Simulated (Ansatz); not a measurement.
System: zinc-blende ZnTe. Method: PBE0-D3(BJ) (Ansatz, a first-principles code, plane waves, PAW).

Run with plane-wave cutoff 460 eV, 8×8×8 k mesh, Fermi–Dirac smearing 0.01 eV, scalar-relativistic PAW data made under PBE.

On both sides of the equilibrium volume: at 26.876 Å³/atom the pressure is 1.56 GPa and the direct gap at Γ 3.169 eV; at 28.039 Å³/atom they are -0.83 GPa and 2.932 eV. The fitted bulk modulus is 54.8 GPa.

Task: Work out the volume deformation potential of this gap and its pressure coefficient, in two ways.

Result: a_V = dE_g/d ln V = (2.932 − 3.169)/ln(28.039/26.876) = -5.59 eV. Since dP = −B d ln V, dE_g/dP = −a_V/B = 102 meV/GPa. Straight from the pressures: (3.169 − 2.932)/(1.56 − (-0.83)) = 99 meV/GPa. At this level and over this range the gap at Γ widens under pressure.

Spin–orbit coupling is not included; with these elements it can move the gap by several tenths of an eV or more.
